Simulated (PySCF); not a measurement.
Atom-mapped SMILES (the numbers label the heavy atoms): `[CH3:1][C:2](=[O:3])[OH:4]`. Each H is labelled by its parent atom.

GIAO shifts from PySCF 2.14 on PBE0-D3(BJ)/def2-SVP geometries (one conformer, non-relativistic, equivalent nuclei averaged), against TMS at the same level and in the same medium; PCM means IEF-PCM chloroform.

Measured (solution, CDCl3, 298 K; Fulmer et al., Organometallics 2010, 29, 2176; solution, not stated per compound (mostly CDCl3 or CCl4); Pretsch, Buehlmann, Badertscher, Structure Determination of Organic Compounds, 4th ed. (2009)): C2 176.0, C1 21.7, H(C1) 2.10 ppm.

Problem. Which unscaled values do PBE0/pcSseg-1, gas; PBE0/pcSseg-1, PCM; WP04/pcSseg-1, PCM; wB97X-D/pcSseg-1, PCM give, and how close are they?

Solution. 
```tsv
atoms	measured	PBE0/pcSseg-1, gas	PBE0/pcSseg-1, PCM	WP04/pcSseg-1, PCM	wB97X-D/pcSseg-1, PCM
C2	176.0	173.4	177.4	179.4	178.7
C1	21.7	20.1	21.2	23.1	22.2
H(C1)	2.10	2.00	2.12	2.16	2.13
```

Mean absolute error for ¹³C: PBE0/pcSseg-1, gas 2.1, PBE0/pcSseg-1, PCM 1.0, WP04/pcSseg-1, PCM 2.4, wB97X-D/pcSseg-1, PCM 1.6 ppm.

Mean absolute error for ¹H: PBE0/pcSseg-1, gas 0.10, PBE0/pcSseg-1, PCM 0.02, WP04/pcSseg-1, PCM 0.06, wB97X-D/pcSseg-1, PCM 0.03 ppm.

Hydrogen bonding in solution deshields acid and N–H amide carbonyl carbons by as much as 10 ppm beyond these values.
